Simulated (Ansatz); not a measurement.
# H started midway between two neighbours in cubic perovskite SrTiO3, 41 atoms, charge −1

All numbers below come from DFT, PBEsol, PAW, plane waves in Ansatz.

Command:

```sh
ansatz run in.yaml --threads 8 --pin off --max-ram 118750MiB --runs-dir r --events-out ev --progress --plain --backend cuda --devices 0, --max-vram 170GiB
```

The input less its lattice and atoms:

```yaml
crystal:
  symmetry: { detect: false }
kpoints:
  mp_grid: { grid: [1, 1, 1], shift: [0.25, 0.25, 0.25] }
hamiltonian:
  xc: pbesol
total_charge: -1
scf:
  occupations: { method: fermi_dirac, width: 0.01 }
relax:
  f_tol: 0.03
  max_steps: 80
  escape_saddle: false
  adjacent_minimum: "off"
output:
  forces: true
  eigenvalues: true
  populations: true
  charged_corrections: { epsilon: 300 }
```

Start:

```
Sr Ti O H
1.0
     7.78282    0.00000    0.00000
     0.00000    7.78282    0.00000
     0.00000    0.00000    7.78282
Sr Ti O H
8 8 24 1
Cartesian
  7.7798 7.7630 7.7616
  0.0233 7.7676 3.9073
  7.7806 3.8840 0.0057
  0.0225 3.8847 3.8896
  3.8971 0.0277 0.0062
  3.8862 7.7580 3.8761
  3.9295 3.8737 0.0047
  4.0244 4.0498 3.8986
  1.9349 1.9712 1.9596
  1.9485 1.9576 5.8081
  1.9646 5.8629 1.9402
  1.9708 5.8339 5.8594
  5.7952 1.9445 1.9341
  5.8390 1.9540 5.8588
  5.8395 5.8546 1.9462
  5.8432 5.8595 5.8767
  1.9677 1.9346 0.0249
  1.8185 1.8238 3.8509
  1.9183 5.8212 0.0177
  1.9274 5.8222 3.8826
  5.8419 1.9419 7.7582
  5.8536 1.9426 3.8766
  5.8559 5.8186 7.7649
  5.8161 5.8407 3.9064
  7.7618 1.9383 1.9604
  7.7642 1.9265 5.8583
  7.7739 5.8240 1.9333
  7.7737 5.8322 5.8451
  3.8657 1.9162 1.9437
  3.8775 1.9602 5.8532
  3.8848 5.8150 1.9488
  3.9272 5.8225 5.7893
  1.9303 0.0176 1.9325
  1.9608 7.7755 5.8695
  1.9376 3.9162 1.9998
  1.9595 3.8526 5.8375
  5.8526 0.0301 1.9483
  5.8473 7.7751 5.8381
  5.8393 3.8889 1.9421
  5.8271 3.8920 5.7910
  2.8883 2.9083 3.8890
```

Steps:

| step | energy less the first (eV) | largest force component (eV/Å) |
| --- | --- | --- |
| start | 0.000 | 3.803 |
| 1 | -1.351 | 1.613 |
| 2 | -1.922 | 1.161 |
| 3 | -2.346 | 1.014 |
| 4 | -2.626 | 2.463 |
| 5 | -2.845 | 1.361 |
| 6 | -2.963 | 1.876 |
| 7 | -3.102 | 0.616 |
| 8 | -3.172 | 0.616 |
| 9 | -3.279 | 0.565 |
| 10 | -3.429 | 0.336 |
| 11 | -3.443 | 0.302 |
| 12 | -3.468 | 0.192 |
| 13 | -3.468 | 0.271 |
| 14 | -3.476 | 0.124 |
| 15 | -3.477 | 0.170 |
| 16 | -3.478 | 0.028 |

A structure on the way, about -1.92 eV from the start:

```
Sr Ti O H
1.0
     7.78282    0.00000    0.00000
     0.00000    7.78282    0.00000
     0.00000    0.00000    7.78282
Sr Ti O H
8 8 24 1
Direct
  0.00467 0.00462 0.00271
  0.99188 0.99520 0.49823
  0.00173 0.49972 0.00281
  0.99994 0.50245 0.49765
  0.49567 0.00556 0.99932
  0.50360 0.00474 0.50211
  0.49784 0.49838 0.00036
  0.53419 0.53280 0.50263
  0.25189 0.25067 0.25394
  0.24829 0.24869 0.75430
  0.25410 0.74909 0.25013
  0.25167 0.74925 0.75058
  0.74945 0.25040 0.25200
  0.75011 0.25286 0.75266
  0.75451 0.75293 0.24792
  0.75281 0.75488 0.75446
  0.25184 0.25112 0.00522
  0.22284 0.22005 0.50692
  0.25268 0.74369 0.99958
  0.25027 0.75139 0.50031
  0.74580 0.25295 0.99948
  0.75050 0.24928 0.50064
  0.74993 0.75000 0.99856
  0.75551 0.75746 0.49810
  0.00101 0.25126 0.24775
  0.99756 0.24967 0.75718
  0.00081 0.75002 0.24812
  0.00087 0.75078 0.75058
  0.50257 0.24512 0.25155
  0.49742 0.24722 0.74796
  0.50338 0.75238 0.24873
  0.50223 0.75185 0.74918
  0.25168 0.99774 0.24820
  0.25195 0.99645 0.75701
  0.24796 0.50009 0.25344
  0.24788 0.49567 0.74616
  0.75137 0.00126 0.24730
  0.74984 0.00118 0.75155
  0.75123 0.50182 0.24906
  0.75244 0.50200 0.74884
  0.34430 0.34279 0.47066
```

End:

```xyz
41
Lattice="7.7828 0.0000 0.0000 0.0000 7.7828 0.0000 0.0000 0.0000 7.7828" Properties=species:S:1:pos:R:3 pbc="T T T"
Sr    7.7297    7.7763    0.0024
Sr    7.7530    7.7285    3.9039
Sr    7.7356    3.9599    0.0105
Sr    0.0204    3.9334    3.9010
Sr    3.8889    7.7606    0.0122
Sr    3.9916    7.6722    3.9023
Sr    3.9414    4.0096    0.0109
Sr    3.9574    4.0317    3.9079
Ti    1.9116    1.9752    1.8212
Ti    1.9225    1.9746    5.9522
Ti    1.9472    5.8607    1.9483
Ti    1.9516    5.8603    5.8504
Ti    5.8020    1.9652    1.9773
Ti    5.8029    1.9699    5.8310
Ti    5.8565    5.8581    1.9439
Ti    5.8584    5.8556    5.8491
O     2.2840    2.1247    7.7794
O     1.6986    1.8184    3.8867
O     1.8764    5.7076    7.7796
O     2.0566    6.0207    3.8890
O     5.5572    1.9214    7.7804
O     6.1388    2.0158    3.8898
O     5.9493    5.9091    0.0003
O     5.7816    5.8223    3.8893
O     0.0135    2.0088    1.6756
O     0.0184    2.0084    6.0926
O     0.0106    5.8167    2.0351
O     0.0114    5.8260    5.7378
O     3.8637    1.9223    2.3076
O     3.8688    1.9327    5.4731
O     3.9048    5.8910    1.8560
O     3.9074    5.8865    5.9183
O     1.9005    0.0346    1.7589
O     1.9202    0.0358    6.0180
O     1.9782    3.9046    2.0830
O     1.9746    3.9072    5.6876
O     5.8743    0.0250    1.9985
O     5.8680    0.0247    5.7882
O     5.7887    3.9111    1.8974
O     5.8000    3.9137    5.8846
H     2.6855    1.9195    3.8638
```

The run converged.

Time: 10 s of wall time on one NVIDIA GB200 with 8 processor threads, on a host shared with other runs; peak host memory 1.7 GiB.

Task: How much energy did the relaxation gain, and which atom moved most?

Result: 3.48 eV in 16 steps, from a start with small random displacements (neighbours that lie too close to an added atom are first pushed off) (the gain also holds any tilting of the ideal host); atom 41 (H) moved 1.01 Å, the median atom 0.12 Å (drift of the whole cell removed).

The run had no spin, and a state with a moment may lie lower. The one k point has no symmetry partners, which can distort the end along one axis.
